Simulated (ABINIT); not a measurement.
Wanted: the native input for an ABINIT 10.8.3 (patched build) run.

* Task: single point
* Functional: PBE
* Potentials or basis: JTH PAW PBE v2.0
* Cutoff: 707 eV
* k mesh: 8 × 8 × 8
* Occupations: fermi-dirac, width 0.05 eV
* Spin: collinear spin, ferromagnetic start
* Starting moments: [3.0, 0.0] μB
* Hubbard terms: Fe d U = 8 eV
* Double counting (usepawu): 1
* Fine-grid cutoff: 1306.15 eV

FeO:

```
Fe O
1.0
    -1.60210    1.60210    2.08339
     1.60210   -1.60210    2.08339
     1.60210    1.60210   -2.08339
Fe O
1 1
Direct
  0.00000 0.00000 0.00000
  0.50000 0.50000 0.00000
```

The cell comes from a database or a generator and needn't be the stable form of this composition.

One way to write it, as run:

run.abi

```
# Pseudopotentials
pp_dirpath "./"
pseudos "Fe.GGA_PBE-JTH.xml, O.GGA_PBE-JTH.xml"

# Structure
acell 5.8165493714 5.8165493714 5.8165493714
rprim
    -0.5205039071     0.5205039071     0.6768687948
     0.5205039071    -0.5205039071     0.6768687948
     0.5205039071     0.5205039071    -0.6768687948
ntypat 2
znucl 26 8
natom 2
typat 1 2
xred
     0.0000000000     0.0000000000     0.0000000000
     0.5000000000     0.5000000000     0.0000000000

# Plane-wave basis
ecut 26.0
pawecutdg 48.0
pawxcdev 0

# k points
kptopt 1
ngkpt 8 8 8
nshiftk 1
shiftk 0.0 0.0 0.0

# Exchange and correlation
ixc 11

# Bands and occupations
nband 16
occopt 3
tsmear 0.05 eV

# Spin
nsppol 2
spinat
     0.0000000000     0.0000000000     3.0000000000
     0.0000000000     0.0000000000     0.0000000000

# DFT+U
usepawu 1
lpawu 2 -1
upawu 8.0 0.0 eV
jpawu 0.0 0.0 eV

# SCF cycle
nstep 100
tolvrs 1.0e-9

# Output
iomode 3
prtwf 0
prtden 0
prteig 0
prtebands 0
enunit 2
```

Potentials or basis: JTH PAW PBE v2.0.

The run is started by

```sh
$ abinit run.abi > log 2>&1
```

Results of the run:

| Property | Result |
| --- | --- |
| Pressure | -5.0 GPa |
| Band gap on the k mesh | none (metal or under the smearing width) |
| Net moment | 4.05 μB per cell |
| Site moments | Fe +3.89; O +0.15 μB |
| Valence electrons inside the program's atomic spheres | Fe 14.04; O 4.54 |

Caveat: a cell with one magnetic atom can't hold antiferromagnetic order, which such compounds often take.

It took 120 s on 1 thread of Arm Neoverse V1 (shared host), peak memory 0.16 GiB.
